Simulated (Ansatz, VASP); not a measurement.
# Two plane-wave programs on HfO2

File POSCAR:

```
HfO2
1.0
    0.0000000000      2.5488057613      2.5488057613
    2.5488057613      0.0000000000      2.5488057613
    2.5488057613      2.5488057613      0.0000000000
Hf O
1 2
Direct
    0.0000000000      0.0000000000      0.0000000000
    0.2500000000      0.2500000000      0.2500000000
    0.7500000000      0.7500000000      0.7500000000
```

Contents of INCAR.step1:

```
SYSTEM = HfO2
ALGO = Normal
EDIFF = 1E-4
ENCUT = 520
GGA = PE
ISMEAR = 0
LASPH = .True.
LCHARG = .False.
LREAL = .False.
LWAVE = .True.
NBANDS = 18
NELM = 60
PREC = Accurate
SIGMA = 0.02
```

Contents of INCAR.step2:

```
SYSTEM = HfO2
ALGO = Normal
EDIFF = 1E-6
ENCUT = 520
ISIF = 2
ISMEAR = 0
ISTART = 1
LASPH = .True.
LCHARG = .True.
LELF = .True.
LMIXTAU = .True.
LREAL = .False.
LVHAR = .True.
LWAVE = .False.
METAGGA = R2SCAN
NBANDS = 18
NELM = 60
PREC = Accurate
SIGMA = 0.02
```

File KPOINTS:

```
k-points
0
Gamma
  8 8 8
  0 0 0
```

Input for Ansatz:

```yaml
crystal:
  lattice:
    - [0.0, 2.5488057613, 2.5488057613]
    - [2.5488057613, 0.0, 2.5488057613]
    - [2.5488057613, 2.5488057613, 0.0]
  atoms:
    - { symbol: Hf, position: [0.0, 0.0, 0.0] }
    - { symbol: O, position: [0.25, 0.25, 0.25] }
    - { symbol: O, position: [0.75, 0.75, 0.75] }
basis:
  ecutwfc: 500
kpoints:
  mp_grid: { grid: [8, 8, 8] }
  band_path:
    path:
      - [[0.0, 0.0, 0.0], [0.5, 0.0, 0.5], [0.625, 0.25, 0.625]]
      - [[0.375, 0.375, 0.75], [0.0, 0.0, 0.0], [0.5, 0.5, 0.5], [0.5, 0.25, 0.75], [0.5, 0.0, 0.5]]
    npoints: 14
hamiltonian:
  xc: r2scan
scf:
  occupations: { method: gaussian, width: 0.02 }
  n_extra_bands: 7
output:
  forces: true
  stress: true
  eigenvalues: true
  populations: true
  dos: { projected: true, de: 0.02, nscf_kmesh: { grid: [12, 12, 12] } }
  bader: true
  write_density: true
  write_potential: true
  elf: true
  volumetric_format: npy
```

Alike in both runs: task single point; functional r2SCAN; k mesh 8 × 8 × 8; occupations gaussian, width 0.02 eV; no spin polarisation.

|  | VASP | Ansatz |
| --- | --- | --- |
| version | VASP 6.6.1 | Ansatz 0.2.0 |
| potentials or method | VASP PAW PBE potentials, release 64 (Hf_pv, O) | scalar-relativistic, plane waves, PAW |
| plane-wave cutoff (eV) | 520 | 500 |
| valence electrons in the cell | 22 | 38 |

VASP gave:

```
gap on the k mesh at the Fermi level (eV) : 4.25
least direct gap on the mesh (eV)         : 4.25
pressure (GPa)                            : -9.6
```

Q: Estimate Ansatz's values.

A: gap on the k mesh at the Fermi level (eV): 4.24; least direct gap on the mesh (eV): 4.24; pressure (GPa): -6.0.

The two sets of potentials don't hold the same shells in valence.

Caveats: the PAW data sets were made with another functional, which shifts forces and pressure a little (VASP); spin-orbit coupling is left out, which moves the levels of the heavy elements. A k mesh can miss the band edges.
